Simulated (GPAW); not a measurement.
# Cs (I4/mmm) in GPAW: convergence with smearing width (eV)

Aim: find how far smearing width (eV) must go before the results for Cs settle, at LDA. This setting moves, with any that are tied to it; all else stays.

Program: GPAW 26.7.0. These are calculated values, not measurements. Logs are shortened: lines on timing, memory, paths and dates and some standing lists are left out, and cuts for length are marked. The log counts tension as positive stress, the text compression.

## Step 1: The crystal as given

Symmetry: I4/mmm, No. 139, tetragonal system. Conventional cell: a = 5.500 Å, b = 5.500 Å, c = 8.194 Å, α = 90.00°, β = 90.00°, γ = 90.00°.

This isn't the form of Cs at room conditions, which is bcc.

## Step 2: With smearing width (eV) 0.5

The input, run.py:

```python
from ase.dft.bandgap import bandgap
from ase.io import read, write
from ase.units import GPa
from gpaw import GPAW, PW

atoms = read('Cs.xyz')

calc = GPAW(mode=PW(600),
            xc='LDA',
            kpts={'size': (5, 5, 5), 'gamma': True},
            occupations={'name': 'fermi-dirac', 'width': 0.5},
            nbands=11,
            convergence={'density': 1e-05, 'energy': 1e-05},
            maxiter=100,
            txt='gpaw.txt')
atoms.calc = calc
energy = atoms.get_potential_energy()
forces = atoms.get_forces()
stress = atoms.get_stress()
calc.write('gs.gpw')
write('result.traj', atoms)
print(f'Energy: {energy:.6f} eV')
print('Forces (eV/A):')
print(forces.round(4))
print('Stress (GPa):', (stress / GPa).round(3))
print('Fermi level:', round(calc.get_fermi_level(), 4), 'eV')
print(f'Gap: {bandgap(calc)[0]:.4f} eV, direct: {bandgap(calc, direct=True)[0]:.4f} eV')
```

The input, Cs.xyz:

```xyz
1
Lattice="-2.7500754600 2.7500754600 4.0972389800 2.7500754600 -2.7500754600 4.0972389800 2.7500754600 2.7500754600 -4.0972389800" Properties=species:S:1:pos:R:3 pbc="T T T"
Cs     0.0000000000      0.0000000000      0.0000000000
```

Potentials or basis: the program's PAW data sets (release 1.2.1) made for this functional, pw.

Launch:

```
> OMP_NUM_THREADS=1 python run.py
```

It took 17 s on 1 thread of Arm Neoverse V1, shared host; peak memory 0.17 GiB.

What came out:

* Free energy: -1.4092 eV
* Pressure: -0.3 GPa
* Band gap on the k mesh: none (metal or under the smearing width)

## Step 3: With smearing width (eV) 0.3

Edit run.py of step 2 so:

```diff
@@ -10,3 +10,3 @@
             kpts={'size': (5, 5, 5), 'gamma': True},
-            occupations={'name': 'fermi-dirac', 'width': 0.5},
+            occupations={'name': 'fermi-dirac', 'width': 0.3},
             nbands=11,
```

Cs.xyz is that of step 2.

Potentials or basis: the program's PAW data sets (release 1.2.1) made for this functional, pw.

Launch:

```
> OMP_NUM_THREADS=1 python run.py
```

Run time: 13 s. Hardware: 1 thread of Arm Neoverse V1, shared host; peak memory 0.17 GiB.

What came out:

| Item | Value |
| --- | --- |
| Free energy | -1.1122 eV |
| Pressure | -0.4 GPa |
| Band gap on the k mesh | none (metal or under the smearing width) |

## Step 4: With smearing width (eV) 0.2

Edit run.py of step 3 so:

```diff
@@ -10,3 +10,3 @@
             kpts={'size': (5, 5, 5), 'gamma': True},
-            occupations={'name': 'fermi-dirac', 'width': 0.3},
+            occupations={'name': 'fermi-dirac', 'width': 0.2},
             nbands=11,
```

Cs.xyz is that of step 3.

Launch:

```
> OMP_NUM_THREADS=1 python run.py
```

It took 12 s on 1 thread of Arm Neoverse V1, shared host; peak memory 0.17 GiB.

Results (log left out):

| Item | Value |
| --- | --- |
| Free energy | -1.0184 eV |
| Pressure | -0.4 GPa |
| Band gap on the k mesh | none (metal or under the smearing width) |

## Step 5: With smearing width (eV) 0.15

Edit run.py of step 4 so:

```diff
@@ -10,3 +10,3 @@
             kpts={'size': (5, 5, 5), 'gamma': True},
-            occupations={'name': 'fermi-dirac', 'width': 0.2},
+            occupations={'name': 'fermi-dirac', 'width': 0.15},
             nbands=11,
```

Cs.xyz is that of step 4.

Launch:

```
> OMP_NUM_THREADS=1 python run.py
```

Wall time 12 s (1 thread of Arm Neoverse V1, shared host); peak memory 0.17 GiB.

Results (log left out):

```yaml
Free_energy: -0.9875 eV
Pressure: -0.4 GPa
Band_gap_on_the_k_mesh: none (metal or under the smearing width)
```

## Step 6: With smearing width (eV) 0.1

Edit run.py of step 5 so:

```diff
@@ -10,3 +10,3 @@
             kpts={'size': (5, 5, 5), 'gamma': True},
-            occupations={'name': 'fermi-dirac', 'width': 0.15},
+            occupations={'name': 'fermi-dirac', 'width': 0.1},
             nbands=11,
```

Cs.xyz is that of step 5.

Potentials or basis: the program's PAW data sets (release 1.2.1) made for this functional, pw.

Launch:

```
> OMP_NUM_THREADS=1 python run.py
```

Run time: 12 s. Hardware: 1 thread of Arm Neoverse V1, shared host; peak memory 0.17 GiB.

It converged, with:

| Quantity | Value |
| --- | --- |
| Free energy | -0.9685 eV |
| Pressure | -0.4 GPa |
| Band gap on the k mesh | none (metal or under the smearing width) |

## Step 7: With smearing width (eV) 0.05

Edit run.py of step 6 so:

```diff
@@ -10,3 +10,3 @@
             kpts={'size': (5, 5, 5), 'gamma': True},
-            occupations={'name': 'fermi-dirac', 'width': 0.1},
+            occupations={'name': 'fermi-dirac', 'width': 0.05},
             nbands=11,
```

Cs.xyz is that of step 6.

Launch:

```
> OMP_NUM_THREADS=1 python run.py
```

It took 12 s on 1 thread of Arm Neoverse V1, shared host; peak memory 0.17 GiB.

Results (log left out):

- Free energy: -0.9605 eV
- Pressure: -0.4 GPa
- Band gap on the k mesh: none (metal or under the smearing width)

## Step 8: With smearing width (eV) 0.025

Edit run.py of step 7 so:

```diff
@@ -10,3 +10,3 @@
             kpts={'size': (5, 5, 5), 'gamma': True},
-            occupations={'name': 'fermi-dirac', 'width': 0.05},
+            occupations={'name': 'fermi-dirac', 'width': 0.025},
             nbands=11,
```

Cs.xyz is that of step 7.

Launch:

```
> OMP_NUM_THREADS=1 python run.py
```

Wall time 11 s (1 thread of Arm Neoverse V1, shared host); peak memory 0.17 GiB.

It converged, with:

| Item | Value |
| --- | --- |
| Free energy | -0.9589 eV |
| Pressure | -0.4 GPa |
| Band gap on the k mesh | none (metal or under the smearing width) |

## Step 9: With smearing width (eV) 0.01

Edit run.py of step 8 so:

```diff
@@ -10,3 +10,3 @@
             kpts={'size': (5, 5, 5), 'gamma': True},
-            occupations={'name': 'fermi-dirac', 'width': 0.025},
+            occupations={'name': 'fermi-dirac', 'width': 0.01},
             nbands=11,
```

Cs.xyz is that of step 8.

Potentials or basis: the program's PAW data sets (release 1.2.1) made for this functional, pw.

Launch:

```
> OMP_NUM_THREADS=1 python run.py
```

gpaw.txt:

```text
__  _  _
 | _ |_)|_||  |
 |__||  | ||/\| - 26.7.0

Input parameters:
  mode=PW(ecut=600.0),
  convergence={'density': 1e-05, 'energy': 1e-05},
  kpts=MonkhorstPack(size=(5, 5, 5), gamma=True),
  maxiter=100,
  nbands=11,
  occupations=Occupations(name='fermi-dirac', width=0.01),
  xc=XC(name='LDA')

Diagonalizing LCAO Hamiltonian
Converting LCAO to pw mode

       Cs

Atoms  # Å, Bohr magnetons
|   | symbol |        x |        y |        z |    initial magnetic moments |
|---|--------|----------|----------|----------|-----------------------------|
| 0 |     Cs | 0.000000 | 0.000000 | 0.000000 | ( 0.0000,  0.0000,  0.0000) |

Unit cell  # Å
| periodic |         x |         y |         z |  lengths |     angles |
|----------|-----------|-----------|-----------|----------|------------|
|      yes | -2.750075 |  2.750075 |  4.097239 | 5.649177 | 121.737752 |
|      yes |  2.750075 | -2.750075 |  4.097239 | 5.649177 | 121.737752 |
|      yes |  2.750075 |  2.750075 | -4.097239 | 5.649177 |  87.015588 |

Number of symmetries: 16
Symmetry operations  # r_c * U_cc + t_c -> r_c
|    | kind |            matrix            |
|----|------|------------------------------|
|  0 |  σ   |  1, 1, 1,  0, 0,-1,  0,-1, 0 |
|  1 |  C4  |  1, 1, 1,  0, 0,-1, -1, 0, 0 |
|  2 |  E   |  1, 0, 0,  0, 1, 0,  0, 0, 1 |
|  3 |  σ   |  1, 0, 0,  0, 1, 0, -1,-1,-1 |
|  4 |  σ   |  0, 1, 0,  1, 0, 0,  0, 0, 1 |
|  5 |  C2  |  0, 1, 0,  1, 0, 0, -1,-1,-1 |
|  6 |  C2  |  0, 0, 1, -1,-1,-1,  1, 0, 0 |
|  7 |  S4  |  0, 0, 1, -1,-1,-1,  0, 1, 0 |
|  8 |  C4  |  0, 0,-1,  1, 1, 1,  0,-1, 0 |
|  9 |  σ   |  0, 0,-1,  1, 1, 1, -1, 0, 0 |
| 10 |  σ   |  0,-1, 0, -1, 0, 0,  1, 1, 1 |
| 11 |  C2  |  0,-1, 0, -1, 0, 0,  0, 0,-1 |
| 12 |  C2  | -1, 0, 0,  0,-1, 0,  1, 1, 1 |
| 13 |  i   | -1, 0, 0,  0,-1, 0,  0, 0,-1 |
| 14 |  S4  | -1,-1,-1,  0, 0, 1,  1, 0, 0 |
| 15 |  C2  | -1,-1,-1,  0, 0, 1,  0, 1, 0 |

BZ-sampling:
  Number of BZ points: 125
  Number of IBZ points: 18

  Monkhorst-Pack size: [5, 5, 5]
  Monkhorst-Pack shift: [0, 0, 0]

K-points  # in reciprocal-cell coordinates
|     |                                coordinates |     weight |
|-----|--------------------------------------------|------------|
|   0 | (  0.00000000,   0.00000000,   0.00000000) | 0.00800000 |
|   1 | (  0.20000000,  -0.20000000,   0.00000000) | 0.03200000 |
|   2 | (  0.20000000,  -0.20000000,   0.20000000) | 0.03200000 |
|   3 | (  0.20000000,   0.00000000,   0.00000000) | 0.06400000 |
|   4 | (  0.20000000,   0.20000000,  -0.20000000) | 0.01600000 |
|   5 | (  0.40000000,  -0.40000000,   0.00000000) | 0.03200000 |
|   6 | (  0.40000000,  -0.40000000,   0.20000000) | 0.06400000 |
|   7 | (  0.40000000,  -0.40000000,   0.40000000) | 0.03200000 |
|   8 | (  0.40000000,  -0.20000000,   0.00000000) | 0.12800000 |
|   9 | (  0.40000000,  -0.20000000,   0.20000000) | 0.06400000 |
| ... |                                            |            |
|  17 | (  0.40000000,   0.40000000,   0.40000000) | 0.06400000 |

Plane wave coefficients: 4150
Cutoff: 600.0 eV

Spin-components: 1 (collinear spins)
Bands:           11
Projectors:      5
Spin-degeneracy: 2
Datatype:        complex128

Parallelization:
  kpt:    1
  domain: 1
  band:   1

Density:
  Valence electrons: 9.0
  Components: 1
  Grid points: [32 32 32]
  Charge: 0.0  # |e|

Potential:
  Grid points: [32 32 32]

species:
  Cs:
    name:    Caesium
    Z:       55.0
    valence: 9
    core:    46
    charge:  0.0  # [|e|]
    compensation charges:
      type: gauss
      rc: 0.33  # [Å]
      lmax: 2
    cutoffs:
      filter: 2.06  # [Å]
      core: 2.51  # [Å]
    projectors
    | kind |    occ | energy [eV] | rcut [Å] |
    |------|--------|-------------|----------|
    |   5s |  2.000 |     -26.872 |    1.164 |
    |   6s |  1.000 |      -2.224 |    1.164 |
    |   5p |  6.000 |     -13.611 |    1.058 |
    |    p |        |      13.601 |    1.058 |
    |    d |        |       0.000 |    1.058 |

    Using partial waves for Cs as LCAO basis

Reference energy: -211634.265266  # eV

eigensolver:
  PPCG
  Converge bands: occupied
  niter=2

density mixing:
  MSR1-Mixer
  Pratt-step length: 0.05
  Maximum mixing coefficient: 0.75
  Old densities: 10
  SVD Regularization: 0.005
  Good broyden scale: 1.0
  Trust region scale: 1.0
  Backstep threshold: 4.0
  History deletion threshold: 6.0
  Fourier metric: weight=20.0, sigma=0.015

occupation numbers:
  Fermi-Dirac:
    width: 0.0100  # eV

poisson solver:
  ecut: 4800.0  # eV

xc functional:
  name: None

convergence criteria:
- Maximum integral of absolute [dens]ity change: 1e-05 electrons / valence electron
- Maximum [total energy] change in last 3 cyles: 1e-05 eV / valence electron
- Maximum integral of absolute [eigenst]ate change: 4e-08 eV^2 / valence electron
maximum number of iterations: 100

SCF iterations
|iter     | |      energy | eigst |  dens |
|---------|-|-------------|-------|-------|
|iter:   1| |   -1.297528 | -0.65 |       |
|iter:   2| |   -1.255403 | -2.31 | -1.06 |
|iter:   3| |   -0.970401 | -1.78 | -1.10 |
|iter:   4| |   -0.958952 | -3.03 | -1.69 |
|iter:   5| |   -0.958082 | -3.99 | -2.04 |
|iter:   6| |   -0.958087 | -5.36 | -3.11 |
|iter:   7| |   -0.958089c| -6.45 | -3.50 |
|iter:   8| |   -0.958089c| -7.66c| -4.72 |
|iter:   9| |   -0.958089c| -8.21c| -5.27c|

Converged in 9 steps
Energy contributions relative to reference atoms: (reference = -211634.265266)

Energy contributions:
  Kinetic:          -0.417691
  Coulomb:           0.349898
  Zero:             -0.010763
  External:          0.000000
  Xc:               -0.879320
  Entropy:          -0.000423
  Spinorbit:         0.000000
  ----------------------------
  Free energy:      -0.958300
  Extrapolated:     -0.958089

dipole moment: (-15.514635, -15.514635, -23.114699)  # |e|*Ang

Fermi level: 1.537
Eigenvalues  # (at kpt = [0.000, 0.000, 0.000])
| band index |      eig [eV] | occ [0-2] |
|------------|---------------|-----------|
|          0 |       -22.472 |     2.000 |
|          1 |        -9.180 |     2.000 |
|          2 |        -9.177 |     2.000 |
|          3 |        -9.177 |     2.000 |
|          4 |        -0.152 |     2.000 |
|          5 |         3.705 |     0.000 |
|          6 |         3.876 |     0.000 |
|          7 |         3.876 |     0.000 |
|          8 |         4.638 |     0.000 |
|          9 |         4.961 |     0.000 |
|         10 |         6.269 |     0.000 |

No gap
No difference between direct/indirect transitions

Forces  # eV/Ang
|       x |        y |       z |
|---------|----------|---------|
| 0.00000 | -0.00000 | 0.00000 |  # Cs   0

Stress tensor  # eV/Ang^3
|         x |        y |         z |
|-----------|----------|-----------|
|  0.002625 | 0.000000 | -0.000000 |
|  0.000000 | 0.002625 |  0.000000 |
| -0.000000 | 0.000000 |  0.002814 |

# Writing to gs.gpw (mode='')
```

stdout:

```text
Energy: -0.958089 eV
Forces (eV/A):
[[ 0. -0.  0.]]
Stress (GPa): [ 0.421  0.421  0.451  0.    -0.     0.   ]
Fermi level: 1.5371 eV
Gap: 0.0000 eV, direct: 0.0000 eV
```

It took 11 s on 1 thread of Arm Neoverse V1, shared host; peak memory 0.17 GiB.

What came out:

```yaml
Free_energy: -0.9583 eV
Pressure: -0.4 GPa
Band_gap_on_the_k_mesh: none (metal or under the smearing width)
```

## Step 10: Result

| smearing width (eV) | energy less the tightest run, at zero smearing (meV/atom) | pressure (GPa) | SCF cycles | CPU time (s) | peak memory (GiB) |
| --- | --- | --- | --- | --- | --- |
| 0.5 | -1.80 | -0.28 | 15 | 17 | 0.17 |
| 0.3 | 16.66 | -0.37 | 10 | 13 | 0.17 |
| 0.2 | 12.60 | -0.40 | 9 | 12 | 0.17 |
| 0.15 | 8.10 | -0.41 | 9 | 12 | 0.17 |
| 0.1 | 2.58 | -0.42 | 9 | 11 | 0.17 |
| 0.05 | -0.29 | -0.43 | 9 | 12 | 0.17 |
| 0.025 | -0.29 | -0.43 | 9 | 11 | 0.17 |
| 0.01 | 0.00 | -0.43 | 9 | 11 | 0.17 |

Against the tightest run, the energy stays within 1 meV/atom from 0.05 on; the pressure stays within 0.1 GPa from 0.3 on. Narrower smearing needs a denser k mesh, so at a fixed mesh the narrowest width isn't the most accurate. The tightest run that finished is the yardstick and may itself not be fully converged.
